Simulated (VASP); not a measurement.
# HfS2 in VASP: notebook

One slab, HfS2, is run at these levels: r2SCAN; tasks: relaxation of shape and atoms at fixed volume, single point.

All numbers are computed with VASP 6.6.1; they aren't measurements. Logs are shortened: lines on timing, memory, paths and dates and some standing lists are left out, and cuts for length are marked.

**1. The slab as given**

The cell holds a slab with vacuum, 3 atoms: a = 3.640 Å, b = 3.640 Å, c = 20.859 Å, α = 90.00°, β = 90.00°, γ = 120.00°.

**2. Relaxation of shape and atoms at fixed volume, r2SCAN**

Contents of INCAR:

```
SYSTEM = HfS2
PREC = Accurate
ENCUT = 520
EDIFF = 1E-7
ISMEAR = 0
SIGMA = 0.05
LREAL = .False.
LASPH = .True.
NELM = 100
ALGO = Normal
ISIF = 4
LWAVE = .False.
LCHARG = .False.
LDIPOL = .True.
IDIPOL = 3
DIPOL = 0.5 0.5 0.500
METAGGA = R2SCAN
LMIXTAU = .True.
IBRION = 2
NSW = 100
EDIFFG = -0.003
```

Contents of KPOINTS:

```
regular mesh
0
Gamma
  12 12 1
  0 0 0
```

Contents of POSCAR:

```
HfS2
1.0
    3.6396641800      0.0000000000      0.0000000000
   -1.8198320900      3.1520416400      0.0000000000
    0.0000000000      0.0000000000     20.8588062100
S Hf
2 1
Direct
    0.6666666700      0.3333333300      0.4314724395
    0.3333333300      0.6666666700      0.5685275605
    0.0000000000      0.0000000000      0.5000000000
```

Potentials or basis: VASP PAW PBE potentials, release 64 (S, Hf_pv).

Launch:

```bash
$ cat potpaw_PBE.64/S/POTCAR potpaw_PBE.64/Hf_pv/POTCAR > POTCAR
$ mpirun -np 1 vasp_std > vasp.out
```

OUTCAR:

```text
SYSTEM = HfS2
   PREC = Accurate
   ENCUT = 520
   EDIFF = 1E-7
   ISMEAR = 0
   LREAL = .False.
   LASPH = .True.
   NELM = 100
   ISIF = 4
   METAGGA = R2SCAN
   IBRION = 2
   NSW = 100
   EDIFFG = -0.003

 ion  position               nearest neighbor table
   1  0.667  0.333  0.431-   3 2.54   3 2.54   3 2.54
   2  0.333  0.667  0.569-   3 2.54   3 2.54   3 2.54
   3  0.000  0.000  0.500-   1 2.54   2 2.54   2 2.54   1 2.54   1 2.54   2 2.54

  LATTYP: Found a hexagonal cell.
 ALAT       =     3.6396641800
 C/A-ratio  =     5.7309699957

  Lattice vectors:

 A1 = (   3.6396641800,   0.0000000000,   0.0000000000)
 A2 = (  -1.8198320900,   3.1520416400,   0.0000000000)
 A3 = (   0.0000000000,   0.0000000000,  20.8588062100)

Analysis of symmetry for initial positions (statically):
=====================================================================
 Subroutine PRICEL returns:
 Original cell was already a primitive cell.

 Routine SETGRP: Setting up the symmetry group for a
 hexagonal supercell.

 Subroutine GETGRP returns: Found 12 space group operations
 (whereof 12 operations were pure point group operations)
 out of a pool of 24 trial point group operations.

The static configuration has the point symmetry D_3d.

Analysis of symmetry for dynamics (positions and initial velocities):
=====================================================================
 Subroutine PRICEL returns:
 Original cell was already a primitive cell.

 Routine SETGRP: Setting up the symmetry group for a
 hexagonal supercell.

 Subroutine GETGRP returns: Found 12 space group operations
 (whereof 12 operations were pure point group operations)
 out of a pool of 24 trial point group operations.

The dynamic configuration has the point symmetry D_3d.

 Subroutine INISYM returns: Found 12 space group operations
 (whereof 12 operations are pure point group operations),
 and found     1 'primitive' translations

----------------------------------------------------------------------------------------

                                     Primitive cell

  volume of cell :     239.3000

  direct lattice vectors                    reciprocal lattice vectors
     3.639664180  0.000000000  0.000000000     0.274750623  0.158627346  0.000000000
    -1.819832090  3.152041640  0.000000000     0.000000000  0.317254692  0.000000000
     0.000000000  0.000000000 20.858806210     0.000000000  0.000000000  0.047941382

  length of vectors
     3.639664180  3.639664179 20.858806210     0.317254692  0.317254692  0.047941382

  position of ions in fractional coordinates (direct lattice)
     0.666666670  0.333333330  0.431472439
     0.333333330  0.666666670  0.568527561
     0.000000000  0.000000000  0.500000000

  ion indices of the primitive-cell ions
   primitive index   ion index
                 1           1
                 2           2
                 3           3

----------------------------------------------------------------------------------------

 KPOINTS: regular mesh

Automatic generation of k-mesh.
 Grid dimensions read from file:
 generate k-points for:   12   12    1

 Generating k-lattice:

  Cartesian coordinates                     Fractional coordinates (reciprocal lattice)
     0.022895885  0.013218946  0.000000000     0.083333333  0.000000000  0.000000000
     0.000000000  0.026437891  0.000000000     0.000000000  0.083333333  0.000000000
     0.000000000  0.000000000  0.047941382     0.000000000  0.000000000  1.000000000

  Length of vectors
     0.026437891  0.026437891  0.047941382

  Shift w.r.t. Gamma in fractional coordinates (k-lattice)
     0.000000000  0.000000000  0.000000000

 Subroutine IBZKPT returns following result:
[... 69 lines left out ...]
   LHFCALC =     F    Hartree Fock is set to
   AEXX    =    0.0000 exact exchange contribution
   IVDW    =     0    specifies the selected vdW correction
   LEPSILON=     F    determine dielectric tensor
   LRPA    =     F    only Hartree local field effects (RPA)
 conjugate gradient relaxation of ions
 non-spin polarized calculation
 Gauss-broadening in eV      SIGMA  =   0.05
  energy-cutoff  :      520.00
  volume of cell :      239.30
 maximum number of plane-waves:      6464
 NGX is ok and might be reduce to    28
   NGX = 13   NGY = 13   NGZ = 77

 dipolmoment           0.000000      0.000000      0.000000 electrons x Angstroem

--------------------------------------- Ionic step        1  -------------------------------------------

 number of electron      22.0000000 magnetization

 dipolmoment           0.000000      0.000000     -0.000000 electrons x Angstroem

 Free energy of the ion-electron system (eV)
  ---------------------------------------------------
  ext. energy  EPLUGINS =         0.00000000
  ---------------------------------------------------
  free energy    TOTEN  =       -66.59035546 eV

  energy without entropy =      -66.59035546  energy(sigma->0) =      -66.59035546

------------------------ aborting loop EDIFF was not reached (unconverged)  ----------------------------

  FORCE on cell =-STRESS in cart. coord.  units (eV):
  Direction    XX          YY          ZZ          XY          YZ          ZX
  --------------------------------------------------------------------------------------
  -------------------------------------------------------------------------------------
  Total       -0.0262150     -0.0262150     -0.0358597     -0.0000000      0.0000000     -0.0000000
  in kB       -0.1755167     -0.1755167     -0.2400905     -0.0000000      0.0000000     -0.0000000
  external PRESSURE =      -0.1970413 kB  Pullay stress =       0.0000000 kB

 VOLUME and BASIS-vectors are now :
 -----------------------------------------------------------------------------
  energy-cutoff  :      520.00
  volume of cell :      239.30
      direct lattice vectors                 reciprocal lattice vectors
     3.639664180  0.000000000  0.000000000     0.274750623  0.158627346  0.000000000
    -1.819832090  3.152041640  0.000000000     0.000000000  0.317254692  0.000000000
     0.000000000  0.000000000 20.858806210     0.000000000  0.000000000  0.047941382

 POSITION                                       TOTAL-FORCE (eV/Angst)
 -----------------------------------------------------------------------------------
      1.81983      1.05068      9.00000         0.000000      0.000000      0.006737
     -0.00000      2.10136     11.85881        -0.000000     -0.000000     -0.006737
      0.00000      0.00000     10.42940        -0.000000      0.000000     -0.000000
 -----------------------------------------------------------------------------------
    total drift:                               -0.000000      0.000000     -0.000000

  FREE ENERGIE OF THE ION-ELECTRON SYSTEM (eV)
  ---------------------------------------------------
  free  energy   TOTEN  =       -66.5903554554 eV

  energy  without entropy=      -66.5903554554  energy(sigma->0) =      -66.59035546

--------------------------------------- Ionic step        2  -------------------------------------------

 number of electron      22.0000000 magnetization

 dipolmoment           0.000000     -0.000000     -0.000000 electrons x Angstroem

 Free energy of the ion-electron system (eV)
  ---------------------------------------------------
  ext. energy  EPLUGINS =         0.00000000
  ---------------------------------------------------
  free energy    TOTEN  =       -66.59036148 eV

  energy without entropy =      -66.59036148  energy(sigma->0) =      -66.59036148

 E-fermi :  -3.7121     XC(G=0):  -3.1267

 val. band max:       -4.0424043214   @ k =   0.0000   0.0000   0.0000
 cond. band min:      -2.3391117575   @ k =   0.5000   0.0000   0.0000
 fundamental gap:      1.7032925638
 Fermi energy:        -3.7120536462

 k-point     1 :       0.0000    0.0000    0.0000
  band No.  band energies     occupation
      1     -35.7601      2.00000
      2     -35.6452      2.00000
      3     -35.6452      2.00000
      4     -17.3917      2.00000
      5     -15.9151      2.00000
      6      -8.1004      2.00000
      7      -6.7854      2.00000
      8      -6.7854      2.00000
      9      -4.8668      2.00000
     10      -4.0424      2.00000
     11      -4.0424      2.00000
     12      -1.5976      0.00000
     13      -1.5976      0.00000
     14      -0.7134      0.00000
[... 311 lines left out ...]
      2     -35.7775      2.00000
      3     -35.7162      2.00000
      4     -15.8974      2.00000
      5     -15.8974      2.00000
      6      -7.8017      2.00000
      7      -7.5115      2.00000
      8      -7.5115      2.00000
      9      -5.8946      2.00000
     10      -5.8946      2.00000
     11      -5.8180      2.00000
     12      -0.8479      0.00000
     13       0.0686      0.00000
     14       0.0686      0.00000
     15       2.3303      0.00000

------------------------ aborting loop because EDIFF is reached ----------------------------------------

 vacuum level on the upper side and lower side of the slab       (xc-potential included)        -0.029        -0.029

  FORCE on cell =-STRESS in cart. coord.  units (eV):
  Direction    XX          YY          ZZ          XY          YZ          ZX
  --------------------------------------------------------------------------------------
  -------------------------------------------------------------------------------------
  Total       -0.0211907     -0.0211907     -0.0217861      0.0000000     -0.0000000     -0.0000000
  in kB       -0.1418771     -0.1418771     -0.1458636      0.0000000     -0.0000000     -0.0000000
  external PRESSURE =      -0.1432059 kB  Pullay stress =       0.0000000 kB

 VOLUME and BASIS-vectors are now :
 -----------------------------------------------------------------------------
  energy-cutoff  :      520.00
  volume of cell :      239.30
      direct lattice vectors                 reciprocal lattice vectors
     3.639852355 -0.000000000 -0.000000000     0.274736419  0.158619145 -0.000000000
    -1.819926177  3.152204604 -0.000000000     0.000000000  0.317238291 -0.000000000
    -0.000000000  0.000000000 20.856649531     0.000000000  0.000000000  0.047946340

 POSITION                                       TOTAL-FORCE (eV/Angst)
 -----------------------------------------------------------------------------------
      1.81993      1.05073      8.99939        -0.000000      0.000000      0.001653
     -0.00000      2.10147     11.85726         0.000000     -0.000000     -0.001653
      3.63985      0.00000     10.42832         0.000000      0.000000      0.000000
 -----------------------------------------------------------------------------------
    total drift:                                0.000000      0.000000      0.000000

  FREE ENERGIE OF THE ION-ELECTRON SYSTEM (eV)
  ---------------------------------------------------
  free  energy   TOTEN  =       -66.5903614793 eV

  energy  without entropy=      -66.5903614793  energy(sigma->0) =      -66.59036148

 reached required accuracy - stopping structural energy minimisation

 vacuum level on the upper side and lower side of the slab         2.664         2.664
```

Wall time 16 min (1 thread of Intel Xeon 6975P-C (Granite Rapids), shared host); peak memory 0.43 GiB.

What came out:

```
Free energy               : -66.5904 eV
Energy gained by relaxing : 0.0 meV/atom
Ionic steps               : 2
Band gap on the k mesh    : 1.70 eV, indirect (least direct gap 2.44 eV)
```

Final structure:
```
CELL_PARAMETERS angstrom
3.63985 0.00000 0.00000
-1.81993 3.15220 0.00000
0.00000 0.00000 20.85665
ATOMIC_POSITIONS crystal
S 0.66667 0.33333 0.43149
S 0.33333 0.66667 0.56851
Hf 0.00000 0.00000 0.50000
```

Caveat: the PAW data sets were made with another functional, which shifts forces and pressure a little; spin-orbit coupling is left out, which moves the levels of the heavy elements. r2SCAN opens gaps a little over a GGA but as a rule still falls short of measured ones.

**3. Single point, r2SCAN**

Contents of INCAR:

```
SYSTEM = HfS2
  PREC = Accurate
  ENCUT = 520
  EDIFF = 1E-7
  ISMEAR = 0
  SIGMA = 0.05
  LREAL = .FALSE.
  LASPH = .TRUE.
  NELM = 100
  ALGO = Normal
  ISIF = 2
  LWAVE = .FALSE.
  LCHARG = .FALSE.
  LDIPOL = .TRUE.
  IDIPOL = 3
  DIPOL = 0.5 0.5 0.500
  METAGGA = R2SCAN
  LMIXTAU = .TRUE.
  LVHAR = .TRUE.
  LVACPOTAV = .TRUE.
```

Contents of KPOINTS:

```
regular mesh
0
G
  18 18 1
  0 0 0
```

Contents of POSCAR:

```
HfS2                                    
1.0
    3.6398523546     -0.0000000000     -0.0000000000
   -1.8199261773      3.1522046040     -0.0000000000
   -0.0000000000      0.0000000000     20.8566495312
  S               Hf            
     2     1
Direct
     0.6666666699999979    0.3333333300000021    0.4314880220723450
     0.3333333300000021    0.6666666699999979    0.5685119779276551
     1.0000000000000000    0.0000000000000000    0.5000000000000000
```

Potentials or basis: VASP PAW PBE potentials, release 64 (S, Hf_pv).

Launch:

```bash
$ cat potpaw_PBE.64/S/POTCAR potpaw_PBE.64/Hf_pv/POTCAR > POTCAR
$ mpirun -np 1 vasp_std > vasp.out
```

It took 18 min on 1 thread of Intel Xeon 6975P-C (Granite Rapids), shared host; peak memory 0.45 GiB.

Results (log left out):

```
Free energy                            : -66.5904 eV
Band gap on the k mesh                 : 1.70 eV, indirect (least direct gap 2.44 eV)
Ionisation potential of the upper face : 6.73 eV
```

Levels at points of the mesh, in eV from the valence-band top:
| k point | band 7 | band 8 | band 9 | band 10 | band 11 | band 12 | band 13 | band 14 | band 15 |
| --- | --- | --- | --- | --- | --- | --- | --- | --- | --- |
| (0.00, 0.00, 0.00) | -2.74 | -2.74 | -0.82 | 0.00 | 0.00 | 2.44 | 2.44 | 3.33 | 6.24 |
| (0.50, 0.00, 0.00) | -3.06 | -2.49 | -2.25 | -1.27 | -1.11 | 1.70 | 4.54 | 4.62 | 6.73 |

Caveat: the PAW data sets were made with another functional, which shifts forces and pressure a little; spin-orbit coupling is left out, which moves the levels of the heavy elements. r2SCAN opens gaps a little over a GGA but as a rule still falls short of measured ones.
